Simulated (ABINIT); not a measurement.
# TiAl (Pm-3m) in ABINIT: band structure with PBEsol

Aim: the band structure of TiAl with PBEsol.

Everything below comes from runs of ABINIT 10.8.3 (patched build). Logs are shortened: lines on timing, memory, paths and dates and some standing lists are left out, and cuts for length are marked. The log counts tension as positive stress, the text compression.

### 1 The crystal as given

The structure is cubic, space group Pm-3m (No. 221). The conventional cell has a = 3.179 Å, b = 3.179 Å, c = 3.179 Å, α = 90.00°, β = 90.00°, γ = 90.00°. Around Ti (site symmetry m-3m) lie 8 Al at 2.75 Å. Al (site symmetry m-3m) has 8 Ti at 2.75 Å as nearest neighbours.

The cell comes from a database or a generator and needn't be the stable form of this composition.

### 2 Band structure, PBEsol

File run.abi:

```
# Datasets: ground state, then fixed potential
ndtset 2

# Pseudopotentials
pp_dirpath "./"
pseudos "Ti.upf, Al.upf"

# Structure
acell 3*1.0
rprim
     6.0075602927     0.0000000000     0.0000000000
     0.0000000000     6.0075602927     0.0000000000
     0.0000000000     0.0000000000     6.0075602927
ntypat 2
znucl 22 13
natom 2
typat 1 2
xred
     0.0000000000     0.0000000000     0.0000000000
     0.5000000000     0.5000000000     0.5000000000

# Plane-wave basis
ecut 42.0

# Exchange and correlation
ixc -116133

# Bands and occupations
occopt 3
tsmear 0.00183747

# SCF cycle
nstep 100

# Output
iomode 3
prtwf 0
prteig 0
prtebands 0
enunit 1
prtden1 1

# Dataset 1
kptopt1 1
ngkpt1 8 8 8
nshiftk1 1
shiftk1 0.0 0.0 0.0
nband1 12
tolvrs1 1.0e-10

# Dataset 2: bands along G-X-M-G-R-X
iscf2 -2
getden2 1
nband2 18
nbdbuf2 4
tolwfr2 1.0e-11
kptopt2 -5
ndivsm2 5
prteig2 1
kptbounds2
     0.0000000000     0.0000000000     0.0000000000
     0.0000000000     0.5000000000     0.0000000000
     0.5000000000     0.5000000000     0.0000000000
     0.0000000000     0.0000000000     0.0000000000
     0.5000000000     0.5000000000     0.5000000000
     0.0000000000     0.5000000000     0.0000000000
```

Potentials or basis: PseudoDojo NC SR PBEsol v0.4.1 standard.

The run is started by

```sh
abinit run.abi > log 2>&1
```

run.abo:

```text
.Version 10.8.3 of ABINIT
 DATASET    1 : space group Pm -3 m (#221); Bravais cP (primitive cubic)
================================================================================
 Values of the parameters that define the memory need for DATASET  1.
     intxc =       0    ionmov =       0      iscf =       7    lmnmax =       6
     lnmax =       6     mgfft =      36  mpssoang =       3    mqgrid =    3001
     natom =       2  nloc_mem =       1    nspden =       1   nspinor =       1
    nsppol =       1      nsym =      48    n1xccc =    2501    ntypat =       2
    occopt =       3   xclevel =       2
       mpw =        2857          nfft =       46656          nkpt =          35
================================================================================
================================================================================

 DATASET    2 : space group Pm -3 m (#221); Bravais cP (primitive cubic)
================================================================================
 Values of the parameters that define the memory need for DATASET  2.
     intxc =       0    ionmov =       0      iscf =      -2    lmnmax =       6
     lnmax =       6     mgfft =      36  mpssoang =       3    mqgrid =    3001
     natom =       2  nloc_mem =       1    nspden =       1   nspinor =       1
    nsppol =       1      nsym =      48    n1xccc =    2501    ntypat =       2
    occopt =       3   xclevel =       2
       mpw =        2849          nfft =       46656          nkpt =          34
================================================================================
================================================================================

--------------------------------------------------------------------------------
------------- Echo of variables that govern the present computation ------------
--------------------------------------------------------------------------------
 -outvars: echo values of preprocessed input variables --------
            acell      1.0000000000E+00  1.0000000000E+00  1.0000000000E+00 Bohr
              amu      4.78800000E+01  2.69815390E+01
             ecut      4.20000000E+01 Hartree
           enunit           1
           getden1          0
           getden2          1
             iscf1          7
             iscf2         -2
              ixc     -116133
           jdtset        1    2
           kptopt1          1
           kptopt2         -5
         kptrlatt        8    0    0      0    8    0      0    0    8
          kptrlen1     4.80604823E+01
          kptrlen2     3.00000000E+01
            natom           2
            nband1         12
            nband2         18
           nbdbuf1          0
           nbdbuf2          4
           ndtset           2
           ndivsm1          0
           ndivsm2          5
            ngfft          36      36      36
[... 473 lines left out ...]
- [  5.0000E-01,   5.0000E-01,   5.0000E-01, Al]
cartesian_forces: null
force_length_stats: {min: null, max: null, mean: null, }
...

 Integrated electronic density in atomic spheres:
 ------------------------------------------------
 Atom  Sphere_radius  Integrated_density
    1        2.00000          9.52439429
    2        2.00000          0.92125349
================================================================================

 ----iterations are completed or convergence reached----

 Mean square residual over all n,k,spin=   55.596E-13; max=  99.601E-13
 reduced coordinates (array xred) for    2 atoms
       0.000000000000      0.000000000000      0.000000000000
       0.500000000000      0.500000000000      0.500000000000

 cartesian coordinates (angstrom) at end:
    1      0.00000000000000     0.00000000000000     0.00000000000000
    2      1.58953199893294     1.58953199893294     1.58953199893294
 length scales=  1.000000000000  1.000000000000  1.000000000000 bohr
              =  0.529177210544  0.529177210544  0.529177210544 angstroms
 Eigenvalues (   eV  ) for nkpt=  34  k points:
 kpt#   1, nband= 18, wtk=  1.00000, kpt=  0.0000  0.0000  0.0000 (reduced coord)
 -47.23784  -23.54981  -23.54981  -23.54981    0.15153    7.98479    7.98479   11.21099
  11.21099   11.21099   13.82139   13.82139   13.82139   18.27959   18.27959   21.19767
  27.41062   27.45722
 kpt#   2, nband= 18, wtk=  1.00000, kpt=  0.0000  0.1000  0.0000 (reduced coord)
 -47.23639  -23.56666  -23.54834  -23.54834    0.31110    7.89591    8.05612   10.94756
  10.94756   11.22998   13.21652   14.20174   14.20174   18.06731   18.83218   21.75143
  25.74807   25.75272
 kpt#   3, nband= 18, wtk=  1.00000, kpt=  0.0000  0.2000  0.0000 (reduced coord)
 -47.23259  -23.61053  -23.54448  -23.54448    0.78092    7.46641    8.25386   10.43634
  10.43634   11.28026   12.38224   15.07361   15.07361   17.50348   19.50515   23.51565
  23.84074   23.84075
 kpt#   4, nband= 18, wtk=  1.00000, kpt=  0.0000  0.3000  0.0000 (reduced coord)
 -47.22788  -23.66434  -23.53970  -23.53970    1.53499    6.50140    8.52483    9.96825
   9.96825   11.34361   12.14018   16.17276   16.17276   16.79175   19.91388   22.01944
  22.01944   25.22251
 kpt#   5, nband= 18, wtk=  1.00000, kpt=  0.0000  0.4000  0.0000 (reduced coord)
[... 105 lines left out ...]
  10.13744   10.26593   12.48070   14.80048   15.90901   16.85097   17.13981   20.99431
  23.03926   25.68367
 kpt#  32, nband= 18, wtk=  1.00000, kpt=  0.1429  0.5000  0.1429 (reduced coord)
 -47.21711  -23.71472  -23.56369  -23.56147    3.69871    4.87631    8.67533    9.11899
   9.87178   10.75104   12.44113   15.91032   16.37804   17.56956   17.81677   20.95386
  22.10265   24.81049
 kpt#  33, nband= 18, wtk=  1.00000, kpt=  0.0714  0.5000  0.0714 (reduced coord)
 -47.22117  -23.72150  -23.54218  -23.54149    3.47383    4.39075    8.93462    9.29504
   9.63077   11.24286   12.43299   15.94206   17.89839   18.25357   18.47197   19.47506
  21.26950   24.33718
 kpt#  34, nband= 18, wtk=  1.00000, kpt=  0.0000  0.5000  0.0000 (reduced coord)
 -47.22262  -23.72395  -23.53435  -23.53435    3.39995    4.22056    8.87492    9.54983
   9.54983   11.41607   12.43953   15.97024   18.70389   18.70389   18.91387   18.91387
  20.32933   23.41088

== END DATASET(S) ==============================================================
================================================================================

 -outvars: echo values of variables after computation  --------
            acell      1.0000000000E+00  1.0000000000E+00  1.0000000000E+00 Bohr
           etotal1    -6.1640761620E+01
            fcart1    -0.0000000000E+00 -0.0000000000E+00 -0.0000000000E+00
                      -0.0000000000E+00 -0.0000000000E+00 -0.0000000000E+00
            rprim      6.0075602927E+00  0.0000000000E+00  0.0000000000E+00
                       0.0000000000E+00  6.0075602927E+00  0.0000000000E+00
                       0.0000000000E+00  0.0000000000E+00  6.0075602927E+00
           strten1     8.2202223793E-05  8.2202223793E-05  8.2202223793E-05
                       0.0000000000E+00  0.0000000000E+00  0.0000000000E+00
           xangst      0.0000000000E+00  0.0000000000E+00  0.0000000000E+00
                       1.5895319989E+00  1.5895319989E+00  1.5895319989E+00
             xred      0.0000000000E+00  0.0000000000E+00  0.0000000000E+00
                       5.0000000000E-01  5.0000000000E-01  5.0000000000E-01
 Calculation completed.
```

Run time: 51 s. Hardware: 1 thread of Arm Neoverse V2, shared host; peak memory 0.1 GiB.

What came out:

| Item | Value |
| --- | --- |
| Free energy | -1677.3306 eV |
| Pressure | -2.4 GPa |
| Band gap on the k mesh | none (metal or under the smearing width) |
| Valence electrons inside the program's atomic spheres | Ti 9.52; Al 0.92 |

Levels at the corners of the path, in eV from the Fermi level:
```
point  band 5  band 6  band 7  band 8  band 9  band 10
    Γ   -9.26   -1.43   -1.43    1.80    1.80     1.80
    X   -6.02   -5.19   -0.54    0.13    0.13     2.00
    M   -5.01   -2.09   -2.09   -1.47    0.70     0.70
    Γ   -9.26   -1.43   -1.43    1.80    1.80     1.80
    R   -3.10   -3.10   -3.10    0.64    2.84     2.84
    X   -6.02   -5.19   -0.54    0.13    0.13     2.00
```
